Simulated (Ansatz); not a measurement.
**Energy, volume and coordination in Mg3O2**

Theory: DFT PBE, scalar-relativistic, plane waves, PAW (Ansatz 0.2.0). Settings: cutoff 420 eV, Γ-centred meshes spaced at most about 0.3 Å⁻¹, and about 0.25 Å⁻¹ or finer for metals (2π included), Gaussian smearing. No spin polarisation.

All energies are static (0 K, no zero-point motion). Rows are sorted by volume; energies count from the lowest form computed. Coordination counts O atoms around Mg (those within 1.25 times the shortest such distance or 1.15 times the sum of covalent radii; a slash parts the counts of unlike sites).

```
row                         form    source  atoms  coordination  V (Å³/atom)  gap on mesh (eV)  ΔE (meV/atom)
  1                        P-3m1  invented      5        Mg 3/6         12.0                 0              7
  2  anti-tetradymite type, R-3m  invented      5        Mg 3/6         12.1                 0              0
  3                       I4/mmm  invented      5        Mg 2/5         12.1                 0             50
  4     anti-corundum type, R-3c  invented     10          Mg 4         12.5              0.44            297
  5                        P-62m  invented      5          Mg 4         12.8                 0              ?
  6                          R32  invented      5          Mg 2         24.2              1.61            402
```

The cell of row 5:

```
Mg O
1.0
     5.12607    0.00000    0.00000
    -2.56303    4.43930    0.00000
     0.00000    0.00000    2.80844
Mg O
3 2
Direct
  0.34948 0.34948 0.50000
  0.65052 0.00000 0.50000
  0.00000 0.65052 0.50000
  0.33333 0.66667 0.00000
  0.66667 0.33333 0.00000
```

Question: Estimate the missing energy, and say where the row ranks.

Answer: 0.30 eV/atom, which puts it level, within the accuracy, with row 4 and below row 6. Counting O atoms around Mg, row 5 has Mg 4 and the lowest form (row 2) has Mg 3/6.

An observed structure of this formula, if there is one, may be missing.

For metals, differences of a few meV/atom aren't resolved. Weakly bound directions are ill-defined at this level, which has no dispersion term (R32), and this can change margins and order among such cells. Kohn–Sham gaps at this level usually fall short of measured ones. Cells relaxed within their symmetry can be saddle points. Some structure types and database cells were kept out of the candidates from the start, so a known form may be missing.
